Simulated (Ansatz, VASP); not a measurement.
**Zn in VASP and in Ansatz**

The input INCAR:

```
ALGO = Normal
EDIFF = 1E-7
ENCUT = 520
GGA = PS
ISIF = 2
ISMEAR = 1
IVDW = 12
LASPH = T
LCHARG = T
LELF = T
LREAL = F
LVHAR = T
LWAVE = F
NBANDS = 12
NELM = 80
PREC = Accurate
SIGMA = 0.05
```

KPOINTS

```
k-points
0
Gamma
  8 8 8
```

Contents of POSCAR:

```
Zn
1.0
   -1.5277806284      1.5277806284      1.5277806284
    1.5277806284     -1.5277806284      1.5277806284
    1.5277806284      1.5277806284     -1.5277806284
Zn
1
Direct
    0.0120688640     -0.0011977141      0.0053181697
```

Input for Ansatz:

```yaml
crystal:
  lattice:
    - [-1.5277806283578994, 1.5277806283578994, 1.5277806283578994]
    - [1.5277806283578994, -1.5277806283578994, 1.5277806283578994]
    - [1.5277806283578994, 1.5277806283578994, -1.5277806283578994]
  atoms:
    - { symbol: Zn, position: [0.012068864044487239, -0.0011977140808217353, 0.00531816968146688] }
basis:
  ecutwfc: 550.0
kpoints:
  mp_grid:
    grid: [8, 8, 8]
hamiltonian:
  xc: pbesol
  dispersion: d3bj
scf:
  occupations:
    method: methfessel_paxton
    width: 0.05
output:
  forces: true
  stress: true
```

This isn't the form of Zn at room conditions, which is hcp.

Alike in both runs: task single point; functional PBEsol; dispersion D3(BJ); k mesh 8 × 8 × 8; occupations methfessel-paxton of order 1, width 0.05 eV; no spin polarisation.

|  | VASP | Ansatz |
| --- | --- | --- |
| version | VASP 6.6.1 | Ansatz 0.2.0 |
| potentials or method | VASP PAW PBE potentials, release 64 (Zn) | plane waves, PAW |
| plane-wave cutoff (eV) | 520 | 550 |
| valence electrons in the cell | 12 | 12 |

```csv
,VASP,Ansatz,Ansatz less VASP
pressure (GPa),-5.3,-5.8,-0.43
dispersion energy (meV/atom),-383.4,-383.6,-0.11
```

Caveats: the k mesh is coarse (spacing up to 0.36 Å⁻¹), so the values aren't converged; the PAW data sets were made with another functional, which shifts forces and pressure a little (VASP); pairwise dispersion overbinds metals, which lowers pressure and volume.
